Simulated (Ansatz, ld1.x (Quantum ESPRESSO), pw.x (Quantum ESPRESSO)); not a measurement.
## Tc: one change to the ultrasoft potential, in the atom and in the sc crystal

Tc (Z = 43), ultrasoft, made with ld1.x (Quantum ESPRESSO) 7.5 (PBE, scalar-relativistic). Core [Kr], reference 4d5 5s2 5p0. Waves: 5s (bound): rcut 2.60, rcutus 2.95 bohr; 5s channel at 2.85 Ry: rcut 2.60, rcutus 2.95 bohr; 5p (bound, empty): rcut 2.55, rcutus 3.40 bohr; 5p channel at 4.95 Ry: rcut 2.55, rcutus 3.40 bohr; 4d (bound): rcut 2.20, rcutus 2.60 bohr; 4d channel at 1.15 Ry: rcut 2.20, rcutus 2.60 bohr. Local part: all-electron potential smoothed inside 1.95 bohr (lloc = -2). Core correction: a·sin(br)/r model core, default radius (core density twice the valence density). Augmentation charge: PSQ, inside the norm-conserving radii.

Change: all radii but the core radius scaled by about 1.08 (s 3.18, p 3.66, d 2.80 bohr, rcut 2.80/2.74/2.36); local potential all-electron potential smoothed inside 2.10 bohr (lloc = -2).

Cutoffs, loose and tight: the cutoffs (Ry, on a coarse ladder) from which the occupation-weighted sum of valence levels, in a spherical-Bessel basis at the reference potential, stays within 10 and 1 mRy of its value at 400 Ry. They do not see the model core or the augmentation charge, which bear on the density cutoff. Test errors are all-electron minus pseudo excitation energies from the reference, over the configurations 4d5 5s1 5p0; 4d5 5s0 5p0; 4d4 5s0 5p0; 4d5 5s0 5p1; 4d6 5s0 5p0; 4d5 5s1 5p1; 4d5 5s1.5 5p0; variants that change the core or the reference have their own tests.

Crystal test: sc Tc in pw.x 7.5, no spin, 13³ k-points, Fermi–Dirac smearing 0.01 Ry, cutoffs set for each file from its atomic test. The reference is all-electron LAPW (Ansatz 0.2.0) with the same functional, mesh and smearing; V0 and B0 come from Birch–Murnaghan fits to the pressures at five volumes. Errors are pseudo minus all-electron; Δ is the rms difference of the E(V) curves that follow from these fits, minima aligned, over ±6 % about the mean V0. Mesh and smearing are coarse, so the numbers serve the comparison and aren't converged zero-temperature values; the lattice is a test structure that the element need not adopt.

All-electron: a0 = 2.534 Å (V0 = 16.26 Å³/atom), B0 = 220.9 GPa.

Q: Does the change bring the crystal closer to the all-electron result?

A: The mean pressure error goes from +1.36 to +6.16 GPa, so the change moves the solid further from the all-electron pressures.

```csv
quantity,base,changed
outcome (atom),generated,generated
"cutoff, loose (atom)",15 Ry,12 Ry
"cutoff, tight (atom)",25 Ry,18 Ry
bound ghosts (atom),none,none
largest test error (meV) (atom),-58 over the solved tests; 2 of 7 tests not solved or not reliable,-195
cutoffs in pw.x (Ry),40/320,40/320
a0 (Å),2.540,2.561
a0 error (%),+0.26,+1.10
B0 error (%),-10.8,-15.0
Δ (meV/atom),5.6,23.4
mean pressure error (GPa),+1.36,+6.16
```

Base: The largest radius (3.40 bohr) exceeds half the bond length (2.39 bohr), so the spheres overlap, which is one possible source of error among others. This is a poor potential for the solid. Atomic configuration tests: 2 of 7 tests not solved or not reliable. Changed file: The largest radius (3.66 bohr) exceeds half the bond length (2.39 bohr), so the spheres overlap, which is one possible source of error among others. This is a poor potential for the solid. The atomic cutoffs weigh occupied waves only.
